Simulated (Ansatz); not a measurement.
# Cd: substituted relatives

One table from this session's results is given with a row withheld; the runs are named, their logs left out.

Computed with Ansatz 0.2.0 (DFT r2SCAN, scalar-relativistic, plane waves, PAW, unless a step's input says otherwise).

## Starting point

Symmetry: P6_3/mmc, No. 194, hexagonal system. Conventional cell: a = 2.962 Å, b = 2.962 Å, c = 5.797 Å, α = 90.00°, β = 90.00°, γ = 120.00°. Cd (site symmetry -6m2) is surrounded by 12 Cd at 2.96 to 3.37 Å.

Coordinates:

```
CELL_PARAMETERS angstrom
2.96178 0.00000 0.00000
-1.48089 2.56498 0.00000
0.00000 0.00000 5.79703
ATOMIC_POSITIONS crystal
Cd 0.33333 0.66667 0.25000
Cd 0.66667 0.33333 0.75000
```

This cell was relaxed beforehand with the same method: volume 22.02 Å³/atom, gap on the mesh none (metal).

The first run:

The input, input.yaml:

```yaml
crystal:
  lattice:
    - [2.8914727199, 0.0, 0.0]
    - [-1.4457363599, 2.5040888298, 0.0]
    - [0.0, 0.0, 5.659406706]
  atoms:
    - { symbol: Sn, position: [0.3333333333, 0.6666666667, 0.25] }
    - { symbol: Sn, position: [0.6666666667, 0.3333333333, 0.75] }
basis:
  ecutwfc: 500
kpoints:
  mp_grid: { grid: [6, 6, 4] }
hamiltonian:
  xc: r2scan
scf:
  occupations: { method: gaussian, width: 0.1 }
output:
  forces: true
  stress: true
  eigenvalues: true
```

Started as:

```console
> ansatz run input.yaml --threads 1 --pin off --max-ram 2560MiB --backend cpu --events-out ev --progress --plain --runs-dir out
```

Steps of the session up to this table: Quick check of gap, pressure and forces (Sn); A loose first relaxation (Sn); Full relaxation (Sn); A first look at the start (Sr); Relaxing cell and atoms (Sr); Relaxation repeated from the new cell (Sr).

One table of the session follows, with a row left open; its other results are not shown here.

It belongs to the step «The crystals compared». Lengths are those of the vectors of the cell that was run:

| swap | volume (Å³/atom) | a (Å) | b (Å) | c (Å) |
| --- | --- | --- | --- | --- |
| none | 22.02 | 2.962 | 2.962 | 5.797 |
| Cd → Ag | 17.33 | 2.904 | 2.904 | 4.747 |
| Cd → Pb | 31.01 | 3.495 | 3.495 | 5.861 |
| Cd → Sn | 27.00 | 3.321 | 3.321 | 5.655 |
| Cd → Sr | ? | ? | ? | ? |

Q: Estimate the row for Cd → Sr from the others.

**Answer.** volume (Å³/atom): 57.09; a (Å): 4.303; b (Å): 4.303; c (Å): 7.121. In the column «volume (Å³/atom)» it is the highest.

Lengths are those of the computed cell. Rows of earlier swaps come from the sessions before.
